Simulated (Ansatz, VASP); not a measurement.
Se: VASP beside Ansatz

File INCAR:

```
SYSTEM = Se
  PREC = Accurate
  ENCUT = 520
  EDIFF = 1E-6
  ISMEAR = 0
  SIGMA = 0.1
  LREAL = .FALSE.
  LASPH = .TRUE.
  NELM = 100
  ALGO = Fast
  ISIF = 2
  LWAVE = .FALSE.
  LCHARG = .FALSE.
  GGA = PS
  NBANDS = 13
```

The input KPOINTS:

```
Automatic mesh
0
G
  6 6 4
  0 0 0
```

File POSCAR:

```
Se
1.0
    1.3942694300     -4.0390027650      0.0000000000
    1.3942694300      4.0390027650      0.0000000000
    0.0000000000      0.0000000000      4.6134314000
Se
2
Direct
    0.9356553200      0.0643446800      0.2500000000
    0.0643446800      0.9356553200      0.7500000000
```

Input for Ansatz:

```yaml
crystal:
  lattice:
    - [1.39426943, -4.039002765, 0.0]
    - [1.39426943, 4.039002765, 0.0]
    - [0.0, 0.0, 4.6134314]
  atoms:
    - { symbol: Se, position: [0.93565532, 0.06434468, 0.25] }
    - { symbol: Se, position: [0.06434468, 0.93565532, 0.75] }
basis:
  ecutwfc: 420
kpoints:
  mp_grid: { grid: [6, 6, 4] }
hamiltonian:
  xc: pbesol
scf:
  occupations: { method: gaussian, width: 0.1 }
  lower_state_search: "off"
output:
  forces: true
  stress: true
  eigenvalues: true
```

Alike in both runs: task single point; functional PBEsol; k mesh 6 × 6 × 4; occupations gaussian, width 0.1 eV; no spin polarisation.

```csv
,VASP,Ansatz
version,VASP 6.6.1,Ansatz 0.2.0
potentials or method,"VASP PAW PBE potentials, release 64 (Se)","scalar-relativistic, plane waves, PAW"
plane-wave cutoff (eV),520,420
valence electrons in the cell,12,32
```

|  | VASP | Ansatz | Ansatz less VASP |
| --- | --- | --- | --- |
| gap on the k mesh at the Fermi level (eV) | none | none | - |
| pressure (GPa) | -1.1 | -1.2 | -0.10 |
| largest component of the traceless stress (GPa) | 3.76 | 3.79 | +0.032 |
| rms of the force components (eV/Å) | 0.217 | 0.222 | +0.0052 |

Atom by atom the forces differ by 0.005 eV/Å (rms over components). A gap of «none» marks a metal or a gap that the smearing closes. The two sets of potentials don't hold the same shells in valence.

Caveats: the k mesh is coarse (spacing up to 0.40 Å⁻¹), so the values aren't converged; the PAW data sets were made with another functional, which shifts forces and pressure a little (VASP).
